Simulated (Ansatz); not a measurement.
Runs of Ansatz 0.2.0 on BAs. It takes space group F-43m (No. 216, cubic). Conventional cell: a = 4.777 Å, b = 4.777 Å, c = 4.777 Å, α = 90.00°, β = 90.00°, γ = 90.00°. As (site symmetry -43m) has 4 B at 2.07 Å as nearest neighbours. B (site symmetry -43m) is surrounded by 4 As at 2.07 Å. 

```csv
task,level,cell,k mesh,cutoff (eV),gap on the mesh (eV),pressure (GPa)
elastic constants,PBEsol,as given,7 × 7 × 7,339,1.10,-0.8
relaxation of cell and atoms,RPBE+D3(BJ),relaxed,10 × 10 × 10,-,1.10,0.0
band structure,RPBE,as given,10 × 10 × 10,314,1.22,(a)
band structure,PBEsol,as given,10 × 10 × 10,315,1.09,-0.8
```

Alike in all rows: potentials or basis all-electron LAPW, scalar-relativistic; no spin polarisation; smearing fermi-dirac 0.05 eV; basis error allowed 0.001 eV/atom.

Question: Estimate the missing entries.

Answer: (a) 5.4.

Caveats: an odd mesh through Γ misses points on the zone boundary, where band edges often lie (some runs).

A k mesh can miss the band edges, and the runs leave out spin-orbit coupling on As.

Runs at the PBE level aren't shown here.
